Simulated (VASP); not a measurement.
Set up this calculation in VASP 6.6.1, as the native input.

```
Task                   : relaxation of cell and atoms
Functional             : PBE
Potentials or basis    : VASP PAW PBE potentials, release 64 (Sn_d, Ge_d)
Cutoff                 : 520 eV
k mesh                 : 6 × 6 × 6
Occupations            : gaussian, width 0.15 eV
Spin                   : no spin polarisation
Further INCAR settings : PREC = Normal; ALGO = Fast; EDIFF = 0.0001; IBRION = 2; EDIFFG = -0.08; NSW = 24; ISIF = 3
```

The structure of Sn2Ge lies in POSCAR:

```
Sn2Ge
1.0
   -2.1950000000      2.1950000000      9.3000000000
    2.1950000000     -2.1950000000      9.3000000000
    2.1950000000      2.1950000000     -9.3000000000
Sn Ge
4 2
Direct
    0.0833000000      0.5833000000      0.5000000000
    0.4167000000      0.9167000000      0.5000000000
    0.3333000000      0.3333000000      0.0000000000
    0.6667000000      0.6667000000      0.0000000000
    0.0000000000      0.0000000000      0.0000000000
    0.7500000000      0.2500000000      0.5000000000
```

The cell was built by a generator and needn't be a form met in nature.

One way to write it, as run:

INCAR

```
SYSTEM = Sn2Ge
  PREC = Normal
  ENCUT = 520
  EDIFF = 1E-4
  ISMEAR = 0
  SIGMA = 0.15
  LREAL = .False.
  LASPH = .True.
  NELM = 60
  ALGO = Fast
  ISIF = 3
  LWAVE = .False.
  LCHARG = .False.
  GGA = PE
  IBRION = 2
  NSW = 24
  EDIFFG = -0.08
  KPAR = 2
```

KPOINTS

```
Automatic mesh
0
Gamma
  6 6 6
  0 0 0
```

Potentials or basis: VASP PAW PBE potentials, release 64 (Sn_d, Ge_d).

Command:

```bash
$ cat potpaw_PBE.64/Sn_d/POTCAR potpaw_PBE.64/Ge_d/POTCAR > POTCAR
$ mpirun -np 2 vasp_std > vasp.out
```

Results of the run:

* Relaxed volume: 32.33 Å³/atom
* Relaxed cell: a = 10.058 Å, b = 10.058 Å, c = 10.058 Å, α = 154.09°, β = 154.09°, γ = 36.97°
* Space group after relaxing (to 0.05 Å): I4_1/amd (No. 141)
* Energy gained by relaxing: 57.0 meV/atom
* Ionic steps: 9
* Pressure after relaxing: -0.3 GPa
* Largest force after relaxing: 0.056 eV/Å
* Band gap on the k mesh: none (metal or under the smearing width)

Caveat: the relaxation stopped at a loose force limit of 0.08 eV/Å, so its end isn't a converged minimum.

Run time: 21 min on 2 MPI ranks on Intel(R) Xeon(R) Platinum 8259CL CPU @ 2.50GHz (Skylake/Cascade Lake), with other jobs on the host, peak memory 0.59 GiB a rank.
